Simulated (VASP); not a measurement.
**ZnO in VASP 6.6.1, single-point calculation**

INCAR

```
ALGO = Normal
LASPH = .TRUE.
ENCUT = 520
ISPIN = 2
NBANDS = 26
NSW = 0
ISMEAR = 0
LCHARG = .FALSE.
ISIF = 2
LWAVE = .FALSE.
EDIFF = 1E-7
METAGGA = R2SCAN
PREC = Accurate
NELM = 120
IBRION = -1
SIGMA = 0.01
LREAL = .FALSE.
MAGMOM = -2 2 2 2
```

KPOINTS

```
KPOINTS created by Atomic Simulation Environment
0
Gamma
10 10 5
0 0 0
```

POSCAR

```
Zn O
 1.0000000000000000
     3.0965303281941310    0.0000000000000000    0.0000000000000000
    -1.5482651640970655    2.6816739278050825    0.0000000000000000
     0.0000000000000000    0.0000000000000000    5.0293051975000003
 Zn  O
   2   2
Cartesian
  0.0000000000000000  0.0000000000000000  0.0000000000000000
  0.0000000000000000  0.0000000000000000  2.5146525987500001
  0.0000000000000000  1.7877826185367218  1.2573262993750001
  1.5482651640970657  0.8938913092683609  3.7719788981250000
```

The recommended PBE PAW datasets give the neutral cell 36 valence electrons.

Command

```
mpirun -np 1 vasp_std
```

Task: How does this run end, and what does it give?

Result: It converged. Results: pressure -7.9 GPa; magnetic moment of the cell 0.00 μB.

OSZICAR

```
N       E                     dE             d eps       ncg     rms          rms(c)
DAV:   1     0.268503379549E+03    0.26850E+03   -0.18512E+04  6314   0.212E+03
DAV:   2    -0.990313348192E+01   -0.27841E+03   -0.26188E+03  6418   0.423E+02
DAV:   3    -0.387717220626E+02   -0.28869E+02   -0.28365E+02  6578   0.137E+02
DAV:   4    -0.393094339677E+02   -0.53771E+00   -0.53643E+00  6630   0.188E+01
DAV:   5    -0.393117921065E+02   -0.23581E-02   -0.23580E-02  6324   0.129E+00    0.265E+01
DAV:   6    -0.344987707788E+02    0.48130E+01   -0.55820E+00  7178   0.741E+01    0.115E+01
DAV:   7    -0.353307960986E+02   -0.83203E+00   -0.38572E+00  6476   0.205E+01    0.620E+00
DAV:   8    -0.353887499993E+02   -0.57954E-01   -0.23557E-01  7058   0.904E+00    0.305E+00
DAV:   9    -0.354046662037E+02   -0.15916E-01   -0.45092E-02  7282   0.396E+00    0.922E-01
DAV:  10    -0.354067047341E+02   -0.20385E-02   -0.70645E-03  7866   0.254E+00    0.207E-01
DAV:  11    -0.354077413327E+02   -0.10366E-02   -0.24344E-03  8082   0.677E-01    0.726E-02
DAV:  12    -0.354078626913E+02   -0.12136E-03   -0.22775E-04  6098   0.204E-01    0.375E-02
DAV:  13    -0.354079426868E+02   -0.79996E-04   -0.44541E-05  6952   0.910E-02    0.178E-02
DAV:  14    -0.354079506973E+02   -0.80105E-05   -0.11279E-05  6210   0.373E-02    0.726E-03
DAV:  15    -0.354079434717E+02    0.72256E-05   -0.25749E-06  6480   0.192E-02    0.220E-03
DAV:  16    -0.354079418904E+02    0.15814E-05   -0.26455E-07  5472   0.628E-03    0.596E-04
DAV:  17    -0.354079410816E+02    0.80878E-06   -0.18373E-08  3038   0.146E-03    0.310E-04
DAV:  18    -0.354079401074E+02    0.97421E-06   -0.50604E-09  3038   0.112E-03    0.157E-04
DAV:  19    -0.354079397833E+02    0.32410E-06   -0.13360E-09  3038   0.872E-04    0.584E-05
DAV:  20    -0.354079396579E+02    0.12538E-06   -0.50373E-10  3038   0.407E-04    0.308E-05
DAV:  21    -0.354079396476E+02    0.10259E-07   -0.15296E-10  3036   0.193E-04
   1 F= -.35407940E+02 E0= -.35407940E+02  d E =-.605689E-91  mag=    -0.0000
```

For comparison, a separate r²SCAN run of the intended cell, on usual settings and not on those above, gives a gap of 1.13 eV on its mesh and a pressure of -7.9 GPa.
